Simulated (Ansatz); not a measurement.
# Aluminium, fcc under BLYP: ground state and equation of state

What does BLYP give for aluminium in the fcc structure? We relax it, solve it on a dense k-mesh, switch on spin-orbit coupling, then scale the cell to 7 volumes from 88 to 112 % of the relaxed one and try a fit of the equation of state. The k-meshes are 13×13×13 for the relaxation; 22×22×22 for the dense run; 13×13×13 for spin-orbit coupling; 22×22×22 for the volumes. The starting cell is the deposited one, from the Crystallography Open Database.

Program: Ansatz 0.2.0. Level of theory: DFT BLYP, plane waves (420 eV) with PAW, scalar-relativistic; the PAW data stem from PBE, with regenerated cores. These are calculated values, not measurements.

## 1. Starting point

The structure is cubic, space group Fm-3m (No. 225). Conventional cell: a = 4.050 Å, b = 4.050 Å, c = 4.050 Å, α = 90.00°, β = 90.00°, γ = 90.00°. Around Al (site symmetry m-3m) lie 12 Al at 2.86 Å.

Structure file:

```cif
data_structure
_symmetry_space_group_name_H-M 'Fm-3m'
_symmetry_Int_Tables_number 225
_cell_length_a 4.0496
_cell_length_b 4.0496
_cell_length_c 4.0496
_cell_angle_alpha 90.000
_cell_angle_beta 90.000
_cell_angle_gamma 90.000
_cell_volume 66.41
loop_
_atom_site_label
_atom_site_type_symbol
_atom_site_symmetry_multiplicity
_atom_site_Wyckoff_symbol
_atom_site_fract_x
_atom_site_fract_y
_atom_site_fract_z
_atom_site_occupancy
Al1 Al 4 a 0.00000 0.00000 0.00000 1
```

## 2. Geometry optimisation

Contents of input.yaml:

```yaml
crystal:
  lattice:
    - [0.0, 2.02479, 2.02479]
    - [2.02479, 0.0, 2.02479]
    - [2.02479, 2.02479, 0.0]
  atoms:
    - { symbol: Al, position: [0.0, 0.0, 0.0] }
hamiltonian:
  xc: blyp
  pseudopotentials:
    kind: paw
    azcp:
      Al: "pseudopotentials/Al.paw.azcp"
basis:
  ecutwfc: 420
  fft_grid_basis: typed
kpoints:
  mp_grid: { grid: [13, 13, 13], shift: [0, 0, 0] }
magnetization:
  spin_polarized: false
scf:
  occupations: { method: fermi_dirac, width: 0.1 }
relax:
  max_steps: 60
  f_tol: 0.01
  cell: {}
```

Log:

```text
Engine: ansatz 0.2.0, x86_64-unknown-linux-gnu
Pseudopotentials: kind: paw
Pseudopotential: Al, paw, valence charge 3, recommended cutoff 420 eV (normal), <dir>
Functional definition: BLYP
  parameter beta = 0.0042
  parameter a = 0.04918
  parameter b = 0.132
  parameter c = 0.2533
  parameter d = 0.349
  exchange = b88_x(beta = beta)
  correlation = lyp_c(a = a, b = b, c = c, d = d)
Crystal: 1 atoms, lattice volume = 16.602 Å³
Basis set: ecut = 420 eV, 331 PW (Γ), exchange–correlation on 40×40×40 points (8 copies of the dense FFT grid, shifted against one another)
Bands: 6, of which v1, the nominal top of the filled ones, is band 2 counted from 1 (1 counted from 0)
Symmetry: 48 space group operations
Space group: Fm-3m (ITA 225), of the structure as read, at distance tolerance 2.6e-5 Å
k-points: 84 of 2197
Non-local potential: Al, projectors of the file, l = 0: 2, l = 1: 2, l = 2: 1
PAW form: soft (Blöchl's): semilocal exchange-correlation on the pseudo side does not see the compensation charge
PAW frozen core: Al, regenerated for the run's functional, and the local potential with it (the file was generated under x = pbe(κ = 0.804, μ = 0.2195149727645171), c = pbe(β = 0.06672455060314922))
PAW one-centre angular grid: Al, 110 points (default); XC on 64 Gauss nodes
Initial density: superposition of atomic densities (neutral atoms: chi_scale 0, normalization atom), corrected by the library's trained network
Initial wavefunctions: pseudopotential atomic-orbital guess
Functional: x = b88, c = lyp
SCF iter   1: F=—  HF=-540.498681 eV  |F-HF|=—  |Δ(HF+E_count)|=         —  Δρ=4.63e-3  dr2=4.09e-3  ethr=1.77e-3  ⟨swp⟩=4.7  Hψ=4364  notcnv=0
preconditioner: auto → none  [metal: Δε(μ)=0.022 eV  Ē_g=13.061 eV  σ=0.100 eV  W_gap=0.06  n_scr=0 (ndim 8)  ℏωp=15.8 eV  f_vac=0.000  D(μ)=0.43/eV (n_scr^D=0)]
SCF iter   2: F=—  HF=-540.498149 eV  |F-HF|=—  |Δ(HF+E_count)|=   5.32e-4  Δρ=2.24e-3  dr2=9.49e-4  ethr=1.36e-4  ⟨swp⟩=1.0  Hψ=1177  notcnv=0
SCF iter   3: F=—  HF=-540.498052 eV  |F-HF|=—  |Δ(HF+E_count)|=   9.68e-5  Δρ=8.40e-5  dr2=1.19e-6  ethr=3.16e-5  ⟨swp⟩=1.0  Hψ=480  notcnv=0
SCF iter   4: F=—  HF=-540.498053 eV  |F-HF|=—  |Δ(HF+E_count)|=   9.74e-7  Δρ=6.49e-6  dr2=6.39e-9  ethr=3.95e-8  ⟨swp⟩=2.2  Hψ=604  notcnv=0
iter 5 did not close the SCF: its close was put off for the readings that it lacked (scf_convergence_deferred on its scf_iter line)
SCF iter   5: F=-540.498053 eV  HF=-540.498053 eV  |F-HF|=1.55e-11  |Δ(HF+E_count)|=  3.07e-10  Δρ=3.11e-7  dr2=1.26e-11  ethr=2.13e-10  ⟨swp⟩=2.0  Hψ=607  notcnv=0
SCF iter   6: F=-540.498053 eV  HF=-540.498053 eV  |F-HF|=4.55e-13  |Δ(HF+E_count)|=  1.67e-11  Δρ=1.70e-8  dr2=2.83e-14  ethr=1.00e-12  ⟨swp⟩=1.0  Hψ=1343  notcnv=0
SCF 1 converged in 6 iterations: F = -540.498053 eV  dr2 = 2.83e-14
relax step   1: F+E_penalty+E_count = -540.49805340 eV  Δ(F+E_penalty+E_count) = +0.000e0 eV  max|allowed force component| = 0.000e0 eV/Å  Δτ_max = 0.0000 Å  P = +2.908 GPa  Ω = 16.602 Å³  (6 SCF iters, dr2 threshold 1.00e-7 eV, accepted)
Crystal: 1 atoms, lattice volume = 17.328 Å³
Initial density: handed on by an earlier stage of this run
Initial wavefunctions: those handed on with the density
iter 1 solved again at ethr=9.10e-6 eV; its pass at ethr=3.10e-3 eV (dr2=2.73e-4 eV) is discarded
SCF iter   1: F=—  HF=-540.504530 eV  |F-HF|=—  |Δ(HF+E_count)|=         —  Δρ=1.28e-3  dr2=3.00e-4  ethr=9.10e-6  ⟨swp⟩=1.8  Hψ=5082  notcnv=0
preconditioner: auto → none  [metal: Δε(μ)=0.044 eV  Ē_g=12.703 eV  σ=0.100 eV  W_gap=0.11  n_scr=0 (ndim 8)  ℏωp=15.5 eV  f_vac=0.000  D(μ)=0.45/eV (n_scr^D=0)]
SCF iter   2: F=—  HF=-540.504389 eV  |F-HF|=—  |Δ(HF+E_count)|=   1.42e-4  Δρ=6.69e-4  dr2=8.03e-5  ethr=9.10e-6  ⟨swp⟩=1.0  Hψ=504  notcnv=0
SCF iter   3: F=—  HF=-540.504351 eV  |F-HF|=—  |Δ(HF+E_count)|=   3.77e-5  Δρ=2.78e-5  dr2=1.30e-7  ethr=2.68e-6  ⟨swp⟩=1.0  Hψ=505  notcnv=0
SCF iter   4: F=-540.504351 eV  HF=-540.504351 eV  |F-HF|=3.18e-10  |Δ(HF+E_count)|=   1.78e-9  Δρ=1.68e-6  dr2=3.30e-10  ethr=3.33e-9  ⟨swp⟩=3.8  Hψ=1116  notcnv=0
SCF 2 converged in 4 iterations: F = -540.504351 eV  dr2 = 3.30e-10
relax step   2: F+E_penalty+E_count = -540.50435116 eV  Δ(F+E_penalty+E_count) = -6.298e-3 eV  max|allowed force component| = 0.000e0 eV/Å  Δτ_max = 0.0000 Å  P = +0.160 GPa  Ω = 17.328 Å³  energy of the carried Pulay correction = -3.807e-4 eV  (4 SCF iters, dr2 threshold 1.00e-7 eV, accepted)
Crystal: 1 atoms, lattice volume = 17.373 Å³
iter 1 solved again at ethr=3.22e-8 eV; its pass at ethr=3.10e-3 eV (dr2=9.65e-7 eV) is discarded
SCF iter   1: F=—  HF=-540.504350 eV  |F-HF|=—  |Δ(HF+E_count)|=         —  Δρ=7.63e-5  dr2=1.06e-6  ethr=3.22e-8  ⟨swp⟩=2.5  Hψ=4776  notcnv=0
preconditioner: auto → none  [metal: Δε(μ)=0.046 eV  Ē_g=12.680 eV  σ=0.100 eV  W_gap=0.11  n_scr=0 (ndim 8)  ℏωp=15.4 eV  f_vac=0.000  D(μ)=0.45/eV (n_scr^D=0)]
SCF iter   2: F=—  HF=-540.504353 eV  |F-HF|=—  |Δ(HF+E_count)|=   2.99e-6  Δρ=3.99e-5  dr2=2.86e-7  ethr=3.22e-8  ⟨swp⟩=1.0  Hψ=504  notcnv=0
SCF iter   3: F=-540.504353 eV  HF=-540.504353 eV  |F-HF|=1.93e-10  |Δ(HF+E_count)|=   1.29e-7  Δρ=1.47e-6  dr2=3.68e-10  ethr=2.12e-9  ⟨swp⟩=2.9  Hψ=1499  notcnv=0
SCF 3 converged in 3 iterations: F = -540.504353 eV  dr2 = 3.68e-10
relax step   3: F+E_penalty+E_count = -540.50435254 eV  Δ(F+E_penalty+E_count) = -1.380e-6 eV  max|allowed force component| = 0.000e0 eV/Å  Δτ_max = 0.0000 Å  P = +0.015 GPa  Ω = 17.373 Å³  energy of the carried Pulay correction = -4.033e-4 eV  (3 SCF iters, dr2 threshold 6.37e-8 eV, accepted)
Initial wavefunctions: pseudopotential atomic-orbital guess (no wavefunctions were taken with the density)
iter 1 solved again at ethr=2.65e-9 eV; its pass at ethr=3.10e-3 eV (dr2=7.96e-8 eV) is discarded
SCF iter   1: F=—  HF=-540.504835 eV  |F-HF|=—  |Δ(HF+E_count)|=         —  Δρ=4.43e-5  dr2=3.01e-8  ethr=2.65e-9  ⟨swp⟩=3.2  Hψ=5989  notcnv=0
preconditioner: auto → none  [metal: Δε(μ)=0.046 eV  Ē_g=12.679 eV  σ=0.100 eV  W_gap=0.11  n_scr=0 (ndim 8)  ℏωp=15.4 eV  f_vac=0.000  D(μ)=0.45/eV (n_scr^D=0)]
SCF iter   2: F=—  HF=-540.504840 eV  |F-HF|=—  |Δ(HF+E_count)|=   5.10e-6  Δρ=2.32e-5  dr2=8.14e-9  ethr=1.00e-9  ⟨swp⟩=2.0  Hψ=633  notcnv=0
SCF iter   3: F=—  HF=-540.504841 eV  |F-HF|=—  |Δ(HF+E_count)|=   6.34e-7  Δρ=1.45e-6  dr2=9.01e-11  ethr=2.71e-10  ⟨swp⟩=2.0  Hψ=640  notcnv=0
SCF iter   4: F=-540.504841 eV  HF=-540.504841 eV  |F-HF|=2.39e-12  |Δ(HF+E_count)|=   1.62e-9  Δρ=8.19e-8  dr2=6.82e-13  ethr=1.00e-12  ⟨swp⟩=5.0  Hψ=1279  notcnv=0
SCF 4 converged in 4 iterations: F = -540.504841 eV  dr2 = 6.82e-13
relax step   4: F+E_penalty+E_count = -540.50484088 eV  Δ(F+E_penalty+E_count) = -4.883e-4 eV  max|allowed force component| = 0.000e0 eV/Å  Δτ_max = 0.0000 Å  P = +0.048 GPa  Ω = 17.373 Å³  stress off target by 4.84e-2 GPa  SCF on the basis re-selected at this cell (its energy is not comparable with the rows above)  (4 SCF iters)
basis re-selected at this cell: Δ(F+E_penalty+E_count) = -4.883e-4 eV, ΔP = +0.033 GPa vs the last step (what re-selecting the basis moved, of the pressure what is left beyond the Pulay correction that the steps carried, after the strain that the cell walked since its last selection, with what the two solves' SCF thresholds leave and, on support functions, any second-order correction that the steps lacked; it is no measure of the basis error at this ecutwfc). This SCF's stress stands 4.84e-2 GPa from its target on what of the cell is left free (relax.cell.stress_tol is 5.00e-2 GPa) and its largest allowed force component is 0.00e0 eV/Å (relax.f_tol is 1.00e-2 eV/Å): within both
SCF converged after 4 iterations
Free energy (F): -540.504841 eV
Harris-Foulkes:  -540.504841 eV  (|F-HF|=2.39e-12)
Internal energy: -540.489678 eV  (E = F + TS)
E sigma→0 (E₀):  -540.497259 eV
Entropy (-TS):   -0.015163 eV (-15.163 meV/atom)
Fermi energy:    7.812097 eV
--- Per-component energies (eV) ---
  E_band       = 10.840343
  E_kinetic    = 22.088005
  E_local      = 8.473905  (includes V_loc(G=0)·N_el)
  E_nonlocal   = 10.998449
  E_hartree    = 0.111219
  E_xc         = -38.118436
  E_vxc        = -26.970792  (∫ρ·V_xc dr)
  E_paw        = -471.791962  (= ΣΔE_a)
  E_vpaw       = -3.971660  (= ΣTr[D̂ρ^β])
  E_aug_tail   = -0.000003  (compensation charges beyond the density's cutoff)
  E_ewald      = -72.262923
  E_core_change = 0.012067  (= ΣΔE_core)
  E_smearing   = -0.015163  (= −TS)
  E_closure    = 0.000000  (closes the sum)
  Σ components = -540.504841   (vs F -540.504841, Δ=0.00e0)
--- Forces (eV/Å), atoms counted from 1 ---
  atom   1  Al    -0.00000000    -0.00000000     0.00000000
  max |Σ_I F_I| component: 1.75e-32 eV/Å
--- Stress (GPa, compression-positive) ---
        0.048368      -0.000000       0.000000
       -0.000000       0.048368       0.000000
        0.000000       0.000000       0.048368
  P = ⅓ Tr σ = 0.0484 GPa (0.484 kbar)
--- Relaxed structure (3 steps of the walk, 3 accepted, 1 SCFs on fresh bases) ---
  F+E_penalty+E_count = -540.50484088 eV   max|allowed force component| = 0.000e0 eV/Å   (the final SCF, on the basis selected at the relaxed cell)
  cell:  # Å, volume = 17.3726 Å³
    - [6.241830740297097e-34, 2.0556305633925307, 2.0556305633925307]
    - [2.0556305633925307, 5.732293537007538e-34, 2.0556305633925307]
    - [2.0556305633925307, 2.0556305633925307, -1.3757504488818092e-33]
  atoms:
    - { symbol: Al, position: [0.0, 0.0, 0.0] }
```

It took 3.2 s on 1 thread of an x86-64 CPU, shared host; peak memory 0.48 GiB.

Relaxation path:

```
step  energy change (meV/atom)  largest force (eV/Å)  pressure (GPa)  volume (Å³/atom)
   1                      0.00                0.0000            2.91            16.602
   2                     -6.30                0.0000            0.16            17.328
   3                     -6.30                0.0000            0.01            17.373
   4                     -6.79                0.0000            0.05            17.373
```

Steps that repeat a cell are solved on a basis chosen anew, so their changes of energy are no gain of the relaxation.

The cell of the run, before and after:

|  | before | after | change |
| --- | --- | --- | --- |
| a (Å) | 2.863 | 2.907 | +1.5 % |
| b (Å) | 2.863 | 2.907 | +1.5 % |
| c (Å) | 2.863 | 2.907 | +1.5 % |
| volume (Å³/atom) | 16.602 | 17.373 | +4.6 % |
| shortest distance (Å) | 2.863 | 2.907 | +1.5 % |
| space group (spins left aside) | Fm-3m | Fm-3m | same |

## 3. Dense single point

Contents of input.yaml:

```yaml
crystal:
  lattice:
    - [0.0, 2.0556305634, 2.0556305634]
    - [2.0556305634, 0.0, 2.0556305634]
    - [2.0556305634, 2.0556305634, 0.0]
  atoms:
    - { symbol: Al, position: [0.0, 0.0, 0.0] }
hamiltonian:
  xc: blyp
  pseudopotentials:
    kind: paw
    azcp:
      Al: "pseudopotentials/Al.paw.azcp"
basis:
  ecutwfc: 420
  fft_grid_basis: typed
kpoints:
  mp_grid: { grid: [22, 22, 22], shift: [0, 0, 0] }
magnetization:
  spin_polarized: false
scf:
  occupations: { method: fermi_dirac, width: 0.1 }
```

Log, shortened:

```text
[...]
Pseudopotentials: kind: paw
Pseudopotential: Al, paw, valence charge 3, recommended cutoff 420 eV (normal), <dir>
Functional definition: BLYP
[...]
Crystal: 1 atoms, lattice volume = 17.373 Å³
Basis set: ecut = 420 eV, 331 PW (Γ), exchange–correlation on 40×40×40 points (8 copies of the dense FFT grid, shifted against one another)
Bands: 6, of which v1, the nominal top of the filled ones, is band 2 counted from 1 (1 counted from 0)
Symmetry: 48 space group operations
Space group: Fm-3m (ITA 225), of the structure as read, at distance tolerance 2.6e-5 Å
k-points: 328 of 10648
[...]
SCF iter   1: F=—  HF=-540.510259 eV  |F-HF|=—  |Δ(HF+E_count)|=         —  Δρ=4.72e-3  dr2=4.53e-3  ethr=1.77e-3  ⟨swp⟩=4.8  Hψ=17150  notcnv=0
[...]
SCF iter   6: F=-540.509597 eV  HF=-540.509597 eV  |F-HF|=0.00e0  |Δ(HF+E_count)|=  3.01e-11  Δρ=2.26e-8  dr2=4.41e-14  ethr=1.00e-12  ⟨swp⟩=1.0  Hψ=5288  notcnv=0
[...]
SCF converged after 6 iterations
Free energy (F): -540.509597 eV
[...]
E sigma→0 (E₀):  -540.503198 eV
Entropy (-TS):   -0.012798 eV (-12.798 meV/atom)
Fermi energy:    7.858569 eV
[...]
```

Wall time 3.1 s (1 thread of an x86-64 CPU, shared host); peak memory 0.49 GiB.

## 4. A two-component run at the same geometry

Changes to input.yaml since step 3:

```diff
@@ -10,3 +10,3 @@
   pseudopotentials:
-    kind: paw
+    kind: paw_fr
     azcp:
@@ -17,5 +17,6 @@
 kpoints:
-  mp_grid: { grid: [22, 22, 22], shift: [0, 0, 0] }
+  mp_grid: { grid: [13, 13, 13], shift: [0, 0, 0] }
 magnetization:
-  spin_polarized: false
+  noncollinear: true
+  spin_orbit: true
 scf:
```

Log, shortened:

```text
[...]
Pseudopotentials: kind: paw_fr
Pseudopotential: Al, paw_fr, valence charge 3, recommended cutoff 420 eV (normal), <dir>
Functional definition: BLYP
[...]
non-collinear run that drives no moment, with spin-orbit: no starting moment large enough to seed its density (crystal.atoms[].spin), no starting occupations that ask for one, no magnetisation constraint and no magnetic field, so the semilocal B_xc is pinned to zero
Crystal: 1 atoms, lattice volume = 17.373 Å³
Basis set: ecut = 420 eV, 331 PW (Γ), exchange–correlation on 40×40×40 points (8 copies of the dense FFT grid, shifted against one another)
Bands: 12, of which v1, the nominal top of the filled ones, is band 3 counted from 1 (2 counted from 0)
Symmetry: 48 space group operations + 48 with time reversal
Magnetic group: BNS 225.117 (UNI 1619), of the structure as read, at distance tolerance 2.6e-5 Å
k-points: 84 of 2197
Projection manifold: j_resolved (fully-relativistic pseudo-atomic orbitals)
[...]
SCF iter   1: F=—  HF=-540.527678 eV  |F-HF|=—  |Δ(HF+E_count)|=         —  Δρ=1.73e-2  dr2=5.54e-2  dr2_m=0.00e0 (ungated)  ethr=3.10e-3  |M|=0.00e0 ∫|m|=0.00e0 μB  |m|>n=0.0e0 m-floor=0.0e0 τ_xc=0.0e0  β_m=0.30  ⟨swp⟩=5.8  Hψ=4846  notcnv=0  defer=12
[...]
SCF iter   5: F=-540.506178 eV  HF=-540.506178 eV  |F-HF|=3.91e-9  |Δ(HF+E_count)|=   1.71e-6  Δρ=6.15e-6  dr2=7.03e-9  dr2_m=0.00e0 (ungated)  ethr=3.33e-9  |M|=0.00e0 ∫|m|=0.00e0 μB  |m|>n=0.0e0 m-floor=0.0e0 τ_xc=0.0e0  ⟨swp⟩=2.0  Hψ=798  notcnv=0
[...]
SCF converged after 5 iterations
Magnetization: |M| = 0.0000 μB,  M = (+0.0000, +0.0000, +0.0000) μB
Absolute magnetization: 0.0000 μB (∫|m|)
  site 0: m = (+0.0000, +0.0000, +0.0000) μB, |m| = 0.0000 μB  (R = 1.20 Å)
Free energy (F): -540.506178 eV
[...]
E sigma→0 (E₀):  -540.498596 eV
Entropy (-TS):   -0.015164 eV (-15.164 meV/atom)
Fermi energy:    7.812030 eV
[...]
```

It took 2.8 s on 1 thread of an x86-64 CPU, shared host; peak memory 0.41 GiB.

With and without spin-orbit coupling:

```
                          scalar-relativistic      with spin-orbit coupling
         k-mesh                      22×22×22                      13×13×13
gap on the mesh  none (levels filled in part)  none (levels filled in part)
```

The meshes differ, so small differences between the columns need not come from spin-orbit coupling.

## 5. Equation of state: 88 %

Contents of input.yaml:

```yaml
crystal:
  lattice:
    - [0.0, 1.96987782, 1.96987782]
    - [1.96987782, 0.0, 1.96987782]
    - [1.96987782, 1.96987782, 0.0]
  atoms:
    - { symbol: Al, position: [0.0, 0.0, 0.0] }
hamiltonian:
  xc: blyp
  pseudopotentials:
    kind: paw
    azcp:
      Al: "pseudopotentials/Al.paw.azcp"
basis:
  ecutwfc: 420
  fft_grid_basis: typed
kpoints:
  mp_grid: { grid: [22, 22, 22], shift: [0, 0, 0] }
magnetization:
  spin_polarized: false
scf:
  occupations: { method: fermi_dirac, width: 0.1 }
output:
  stress: true
```

Log, shortened:

```text
[...]
Pseudopotentials: kind: paw
Pseudopotential: Al, paw, valence charge 3, recommended cutoff 420 eV (normal), <dir>
Functional definition: BLYP
[...]
Crystal: 1 atoms, lattice volume = 15.288 Å³
Basis set: ecut = 420 eV, 307 PW (Γ), exchange–correlation on 40×40×40 points (8 copies of the dense FFT grid, shifted against one another)
Bands: 6, of which v1, the nominal top of the filled ones, is band 2 counted from 1 (1 counted from 0)
Symmetry: 48 space group operations
Space group: Fm-3m (ITA 225), of the structure as read, at distance tolerance 2.5e-5 Å
k-points: 328 of 10648
[...]
SCF iter   1: F=—  HF=-540.451284 eV  |F-HF|=—  |Δ(HF+E_count)|=         —  Δρ=4.67e-3  dr2=3.68e-3  ethr=1.77e-3  ⟨swp⟩=4.9  Hψ=17166  notcnv=0
[...]
SCF iter   6: F=-540.450621 eV  HF=-540.450621 eV  |F-HF|=1.14e-13  |Δ(HF+E_count)|=  2.64e-11  Δρ=2.24e-8  dr2=4.38e-14  ethr=1.00e-12  ⟨swp⟩=1.0  Hψ=5254  notcnv=0
[...]
SCF converged after 6 iterations
Free energy (F): -540.450621 eV
[...]
E sigma→0 (E₀):  -540.444709 eV
Entropy (-TS):   -0.011823 eV (-11.823 meV/atom)
Fermi energy:    9.218812 eV
[...]
--- Stress (GPa, compression-positive) ---
       10.190670       0.000000      -0.000000
       -0.000000      10.190670       0.000000
        0.000000      -0.000000      10.190670
  P = ⅓ Tr σ = 10.1907 GPa (101.907 kbar)
```

Run time: 3.1 s. Hardware: 1 thread of an x86-64 CPU, shared host; peak memory 0.5 GiB.

## 6. Equation of state: 92 %

Changes to input.yaml since step 5:

```diff
@@ -2,5 +2,5 @@
   lattice:
-    - [0.0, 1.96987782, 1.96987782]
-    - [1.96987782, 0.0, 1.96987782]
-    - [1.96987782, 1.96987782, 0.0]
+    - [0.0, 1.9992833168, 1.9992833168]
+    - [1.9992833168, 0.0, 1.9992833168]
+    - [1.9992833168, 1.9992833168, 0.0]
   atoms:
```

Log, shortened:

```text
[...]
Pseudopotentials: kind: paw
Pseudopotential: Al, paw, valence charge 3, recommended cutoff 420 eV (normal), <dir>
Functional definition: BLYP
[...]
Crystal: 1 atoms, lattice volume = 15.983 Å³
Basis set: ecut = 420 eV, 331 PW (Γ), exchange–correlation on 40×40×40 points (8 copies of the dense FFT grid, shifted against one another)
Bands: 6, of which v1, the nominal top of the filled ones, is band 2 counted from 1 (1 counted from 0)
Symmetry: 48 space group operations
Space group: Fm-3m (ITA 225), of the structure as read, at distance tolerance 2.5e-5 Å
k-points: 328 of 10648
[...]
SCF iter   1: F=—  HF=-540.486007 eV  |F-HF|=—  |Δ(HF+E_count)|=         —  Δρ=4.63e-3  dr2=3.86e-3  ethr=1.77e-3  ⟨swp⟩=4.9  Hψ=17117  notcnv=0
[...]
SCF iter   6: F=-540.485341 eV  HF=-540.485341 eV  |F-HF|=0.00e0  |Δ(HF+E_count)|=  2.32e-11  Δρ=2.15e-8  dr2=4.28e-14  ethr=1.00e-12  ⟨swp⟩=1.0  Hψ=5282  notcnv=0
[...]
SCF converged after 6 iterations
Free energy (F): -540.485341 eV
[...]
E sigma→0 (E₀):  -540.479304 eV
Entropy (-TS):   -0.012074 eV (-12.074 meV/atom)
Fermi energy:    8.730645 eV
[...]
--- Stress (GPa, compression-positive) ---
        5.985036       0.000000      -0.000000
        0.000000       5.985036       0.000000
       -0.000000       0.000000       5.985036
  P = ⅓ Tr σ = 5.9850 GPa (59.850 kbar)
```

It took 2.9 s on 1 thread of an x86-64 CPU, shared host; peak memory 0.5 GiB.

## 7. Equation of state: 96 %

Changes to input.yaml since step 6:

```diff
@@ -2,5 +2,5 @@
   lattice:
-    - [0.0, 1.9992833168, 1.9992833168]
-    - [1.9992833168, 0.0, 1.9992833168]
-    - [1.9992833168, 1.9992833168, 0.0]
+    - [0.0, 2.0278483663, 2.0278483663]
+    - [2.0278483663, 0.0, 2.0278483663]
+    - [2.0278483663, 2.0278483663, 0.0]
   atoms:
```

Log, shortened:

```text
[...]
Pseudopotentials: kind: paw
Pseudopotential: Al, paw, valence charge 3, recommended cutoff 420 eV (normal), <dir>
Functional definition: BLYP
[...]
Crystal: 1 atoms, lattice volume = 16.678 Å³
Basis set: ecut = 420 eV, 331 PW (Γ), exchange–correlation on 40×40×40 points (8 copies of the dense FFT grid, shifted against one another)
Bands: 6, of which v1, the nominal top of the filled ones, is band 2 counted from 1 (1 counted from 0)
Symmetry: 48 space group operations
Space group: Fm-3m (ITA 225), of the structure as read, at distance tolerance 2.6e-5 Å
k-points: 328 of 10648
[...]
SCF iter   1: F=—  HF=-540.504507 eV  |F-HF|=—  |Δ(HF+E_count)|=         —  Δρ=4.66e-3  dr2=4.16e-3  ethr=1.77e-3  ⟨swp⟩=4.8  Hψ=17084  notcnv=0
[...]
SCF iter   6: F=-540.503843 eV  HF=-540.503843 eV  |F-HF|=2.27e-13  |Δ(HF+E_count)|=  2.85e-11  Δρ=2.16e-8  dr2=4.03e-14  ethr=1.00e-12  ⟨swp⟩=1.0  Hψ=5269  notcnv=0
[...]
SCF converged after 6 iterations
Free energy (F): -540.503843 eV
[...]
E sigma→0 (E₀):  -540.497667 eV
Entropy (-TS):   -0.012352 eV (-12.352 meV/atom)
Fermi energy:    8.278530 eV
[...]
--- Stress (GPa, compression-positive) ---
        2.675083      -0.000000       0.000000
       -0.000000       2.675083       0.000000
        0.000000      -0.000000       2.675083
  P = ⅓ Tr σ = 2.6751 GPa (26.751 kbar)
```

It took 2.4 s on 1 thread of an x86-64 CPU, shared host; peak memory 0.5 GiB.

[end of part 1 of 2]
